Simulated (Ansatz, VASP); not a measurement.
Hf in VASP and in Ansatz

```
CELL_PARAMETERS angstrom
-1.79289 1.79289 1.79289
1.79289 -1.79289 1.79289
1.79289 1.79289 -1.79289
ATOMIC_POSITIONS crystal
Hf 0.00000 0.00000 0.00000
```

Change from the starting cell: volume scaled by 0.98.

Alike in both runs: task single point; functional PBE; k mesh 10 × 10 × 10; occupations fermi-dirac, width 0.05 eV; no spin polarisation.

```csv
,VASP,Ansatz
version,VASP 6.6.1,Ansatz 0.2.0
potentials or method,"VASP PAW PBE potentials, release 64 (Hf_pv), cutoff 520 eV","all-electron LAPW, scalar-relativistic"
```

Ansatz gave:

- gap on the k mesh at the Fermi level (eV): none
- pressure (GPa): -3.1

Problem. What did VASP give for the same quantities?

Solution. gap on the k mesh at the Fermi level (eV): none; pressure (GPa): -3.5.

A gap of «none» marks a metal or a gap that the smearing closes. Ansatz ran all-electron here, so the differences hold the error of VASP's frozen core and of both bases.

Spin-orbit coupling is left out, which matters for the levels of Hf.
